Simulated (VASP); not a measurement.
# Settings for PbTe: excitations by TDDFT

PbTe, Fm-3m (no. 225), 2 atoms in the cell. PBE, TDDFT by the Casida equation; PAW potentials Pb_d_GW, Te_GW (PBE set). VASP 6.6.1.

Wanted: first bright excitation within 0.05 eV; spectrum broadened by 0.3 eV (imaginary part of ε) within 12 %.

Kernel: local xc kernel.

POSCAR:
```
TePb
1.0
    0.0000000000      3.2310000000      3.2310000000
    3.2310000000      0.0000000000      3.2310000000
    3.2310000000      3.2310000000      0.0000000000
Pb Te
1 1
Direct
    0.0000000000      0.0000000000      0.0000000000
    0.5000000000      0.5000000000      0.5000000000
```

The series start from Conduction bands in the pairs: 4; Valence bands in the pairs: 3; Largest pair energy, which also ends the spectrum (eV): 25; Cutoff of the response function (eV): 150; Grid for exchange-like terms: Normal; k mesh: 4 × 4 × 4. Each series keeps the choices made before it, and each single choice may use up half of a tolerance. Times cover all steps of a run.

## Conduction bands in the pairs

| Conduction bands in the pairs | First bright excitation (eV) | Spectrum broadened by 0.3 eV (imaginary part of ε), largest deviation against the largest value | Time (s) |
|---|---|---|---|
| 1 | 0.751 | 62 % | 5.9 |
| 2 | 0.750 | 30 % | 6.5 |
| 4 | 0.749 | 4.3 % | 7.4 |
| 8 (reference) | 0.749 | 0 % | 9.8 |

Chosen: 4, the loosest value from which every tighter one stays within half of the tolerance.

## Valence bands in the pairs

| Valence bands in the pairs | First bright excitation (eV) | Spectrum broadened by 0.3 eV (imaginary part of ε), largest deviation against the largest value | Time (s) |
|---|---|---|---|
| 1 | 0.751 | 40 % | 6.2 |
| 2 | 0.750 | 19 % | 7.0 |
| 3 | 0.749 | 1.4 % | 7.4 |
| 4 | 0.748 | 0.35 % | 8.1 |
| 6 (reference) | 0.748 | 0 % | 9.5 |

Chosen: 3.

## Largest pair energy, which also ends the spectrum (eV)

| Largest pair energy, which also ends the spectrum (eV) | First bright excitation (eV) | Spectrum broadened by 0.3 eV (imaginary part of ε), largest deviation against the largest value | Time (s) |
|---|---|---|---|
| 9 | 0.749 | 0.94 % | 7.4 |
| 13 | 0.749 | 0.076 % | 7.4 |
| 18 | 0.749 | 0.045 % | 7.5 |
| 25 (reference) | 0.749 | 0 % | 7.4 |

Chosen: 9.

## Cutoff of the response function (eV)

| Cutoff of the response function (eV) | First bright excitation (eV) | Spectrum broadened by 0.3 eV (imaginary part of ε), largest deviation against the largest value | Time (s) |
|---|---|---|---|
| 40 | 0.749 | 0.083 % | 7.4 |
| 80 | 0.749 | 0.058 % | 7.4 |
| 150 (reference) | 0.749 | 0 % | 7.4 |

Chosen: 40.

## Grid for exchange-like terms

| Grid for exchange-like terms | First bright excitation (eV) | Spectrum broadened by 0.3 eV (imaginary part of ε), largest deviation against the largest value | Time (s) |
|---|---|---|---|
| Normal | 0.749 | 0 % | 7.4 |
| Fast | 0.749 | 0.0022 % | 6.4 |

Chosen: Normal; no other choice that stays within half of the tolerance saves 30 % of the time.

## k mesh

| k mesh | First bright excitation (eV) | Spectrum broadened by 0.3 eV (imaginary part of ε), largest deviation against the largest value | Time (s) |
|---|---|---|---|
| 2 × 2 × 2 | 0.733 | 1077 % | 5.3 |
| 4 × 4 × 4 | 0.749 | 42 % | 7.4 |
| 6 × 6 × 6 (reference) | 0.736 | 0 % | 32 |

Chosen: 6 × 6 × 6; the next looser run is off by more than half of the tolerance, so convergence isn't shown beyond this value.

## All choices together

| Input | First bright excitation (eV) | Spectrum broadened by 0.3 eV (imaginary part of ε), largest deviation against the largest value | Time (s) |
|---|---|---|---|
| default band counts on the coarsest mesh (naive) | 0.708 | 1047 % | 5.8 |
| chosen settings | 0.736 | 3.5 % | 32 |
| reference settings throughout | 0.736 | 0 % | 292 |

The chosen settings stay within the tolerance of the reference run, but the reference itself isn't shown to be converged in: k mesh.

## The input

INCAR.step1:
```
PREC = Accurate
ENCUT = 240
ISMEAR = 0
SIGMA = 0.02
EDIFF = 1E-7
LASPH = True
KPAR = 4
LWAVE = True
LCHARG = False
LOPTICS = True
ALGO = Normal
NBANDS = 23
NEDOS = 2000
CSHIFT = 0.1
GGA = PE
```

INCAR.step2:
```
PREC = Accurate
ENCUT = 240
ISMEAR = 0
SIGMA = 0.02
EDIFF = 1E-7
LASPH = True
KPAR = 4
LWAVE = False
LCHARG = False
ALGO = TDHF
NBANDS = 23
NBANDSO = 3
NBANDSV = 4
IBSE = 2
NBSEEIG = 4
LHARTREE = True
LADDER = False
LFXC = True
ENCUTGW = 40
GGA = PE
PRECFOCK = Normal
ANTIRES = 0
OMEGAMAX = 9
CSHIFT = 0.15
NOMEGA = 1000
ISTART = 1
```

KPOINTS:
```
Automatic mesh
0
Gamma
  6 6 6
  0 0 0
```

Commands (each step's output is kept before the next begins):
```
cat potpaw_PBE.64/Pb_d_GW/POTCAR potpaw_PBE.64/Te_GW/POTCAR > POTCAR
cp INCAR.step1 INCAR
mpirun -np 4 vasp_std > vasp.out
cp INCAR.step2 INCAR
mpirun -np 4 vasp_std > vasp.out
```

Limits: The 6×6×6 mesh is coarse for a spectrum: peaks stand apart that a denser mesh merges, and ε at zero frequency can be far too high; spin-orbit coupling is left out, which can matter with atoms this heavy; the pairs hold 3 valence and 4 conduction bands, and what lies beyond is missing from ε.

The chosen input took VASP 6.6.1 32 s on 4 cores (Intel Xeon 6975P-C (Granite Rapids)), a shared host.

## An input that fails: more empty bands than computed

VASP's message: The number of conduction bands in the BSE kernel exeeds NBANDS.Reduce NBANDSV or redo the preceeding steps with larger NBANDS.

Changes against the starting input:
```
(step 2)
- NBANDSV = 4
+ NBANDSV = 400
```
